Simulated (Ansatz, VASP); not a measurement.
**One calculation of SiC, two programs**

INCAR

```
SYSTEM = SiC
  PREC = Accurate
  ENCUT = 520
  EDIFF = 1E-6
  ISMEAR = -1
  SIGMA = 0.02
  LREAL = .False.
  LASPH = .True.
  NELM = 100
  ALGO = Normal
  ISIF = 2
  LWAVE = .False.
  LCHARG = .False.
  GGA = PE
  NBANDS = 16
```

File KPOINTS:

```
regular mesh
0
Gamma
  12 12 6
  0 0 0
```

The input POSCAR:

```
SiC
1.0
    3.0753562392      0.0000000000      0.0000000000
   -1.5376781196      2.6633366288      0.0000000000
    0.0000000000      0.0000000000      4.8461837674
Si C
2 2
Direct
    0.3333333333      0.6666666667     -0.0030115666
    0.6666666667      0.3333333333      0.4969884334
    0.3333333333      0.6666666667      0.3780115666
    0.6666666667      0.3333333333      0.8780115666
```

Input for Ansatz:

```yaml
crystal:
  lattice:
    - [3.0753562392, 0.0, 0.0]
    - [-1.5376781196, 2.6633366288, 0.0]
    - [0.0, 0.0, 4.8461837674]
  atoms:
    - { symbol: Si, position: [0.3333333333, 0.6666666667, -0.0030115666] }
    - { symbol: Si, position: [0.6666666667, 0.3333333333, 0.4969884334] }
    - { symbol: C, position: [0.3333333333, 0.6666666667, 0.3780115666] }
    - { symbol: C, position: [0.6666666667, 0.3333333333, 0.8780115666] }
kpoints:
  mp_grid: { grid: [12, 12, 6] }
  band_path:
    path:
      - [0.0, 0.0, 0.0]
      - [0.5, 0.0, 0.0]
      - [0.3333333333, 0.3333333333, 0.0]
      - [0.0, 0.0, 0.5]
      - [0.5, 0.0, 0.5]
      - [0.3333333333, 0.3333333333, 0.5]
    npoints: 1
hamiltonian:
  xc: pbe
scf:
  occupations: { method: fermi_dirac, width: 0.02 }
  n_extra_bands: 5
output:
  forces: true
  stress: true
  eigenvalues: true
```

Change from the starting cell: uniaxial_z strain -4.0%.

Alike in both runs: task single point; functional PBE; k mesh 12 × 12 × 6; occupations fermi-dirac, width 0.02 eV; no spin polarisation.

```csv
,VASP,Ansatz
version,VASP 6.6.1,Ansatz 0.2.0
potentials or method,"VASP PAW PBE potentials, release 64 (Si, C)","plane waves, PAW"
plane-wave cutoff (eV),520,420
valence electrons in the cell,16,16
```

VASP gave:

| Quantity | Value |
| --- | --- |
| gap on the k mesh at the Fermi level (eV) | 2.23 |
| pressure (GPa) | 13.4 |
| largest component of the traceless stress (GPa) | 13.92 |
| rms of the force components (eV/Å) | 0.026 |

Problem. Which values does Ansatz return?

Solution. gap on the k mesh at the Fermi level (eV): 2.24; pressure (GPa): 13.5; largest component of the traceless stress (GPa): 13.84; rms of the force components (eV/Å): 0.027.

Atom by atom the forces differ by 0.001 eV/Å (rms over components).

A k mesh can miss the band edges.
